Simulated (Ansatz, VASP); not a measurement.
**Pb: VASP beside Ansatz**

INCAR

```
SYSTEM = Pb
ALGO     = Fast           ! electronic algorithm
EDIFF    = 1E-6           ! SCF threshold, eV
ENCUT    = 520            ! plane-wave cutoff, eV
ISIF     = 2              ! what is computed and relaxed
ISMEAR   = 0              ! smearing method
LASPH    = .True.         ! aspherical terms in the spheres
LCHARG   = .False.        ! write CHGCAR
LREAL    = .False.        ! projectors in reciprocal space
LWAVE    = .False.        ! write WAVECAR
NBANDS   = 13             ! bands
NELM     = 100            ! most SCF steps
PREC     = Accurate       ! precision mode
SIGMA    = 0.15           ! smearing width, eV
```

The input KPOINTS:

```
k-points
0
Gamma
  9 9 9
  0 0 0
```

File POSCAR:

```
Pb
1.0
    0.0000000000      2.4244952108      2.4244952108
    2.4244952108      0.0000000000      2.4244952108
    2.4244952108      2.4244952108      0.0000000000
Pb
1
Direct
    0.0000000000      0.0000000000      0.0000000000
```

The input input.yaml:

```yaml
crystal:
  lattice:
    - [0.0, 2.4244952108, 2.4244952108]
    - [2.4244952108, 0.0, 2.4244952108]
    - [2.4244952108, 2.4244952108, 0.0]
  atoms:
    - { symbol: Pb, position: [0.0, 0.0, 0.0] }
kpoints:
  mp_grid: { grid: [9, 9, 9] }
scf:
  occupations: { method: gaussian, width: 0.15 }
hamiltonian:
  xc: lda
  pseudopotentials: { kind: all_electron, lapw: { basis_error: 0.001 } }
output:
  forces: true
  stress: true
  eigenvalues: true
```

Change from the starting cell: volume scaled by 0.94.

Alike in both runs: task single point; functional LDA; k mesh 9 × 9 × 9; occupations gaussian, width 0.15 eV; no spin polarisation.

```csv
,VASP,Ansatz
version,VASP 6.6.1,Ansatz 0.2.0
potentials or method,"VASP PAW LDA potentials, release 64 (Pb_d)","all-electron LAPW, scalar-relativistic"
plane-wave cutoff (eV),520,see its input
```

Ansatz gave:

```
gap on the k mesh at the Fermi level (eV) : none
pressure (GPa)                            : 1.0
```

Problem. Which values does VASP return?

Solution. gap on the k mesh at the Fermi level (eV): none; pressure (GPa): 1.1.

A gap of «none» marks a metal or a gap that the smearing closes. Ansatz ran all-electron here, so the differences hold the error of VASP's frozen core and of both bases.

The runs have no spin-orbit coupling, so splittings on Pb are missing.
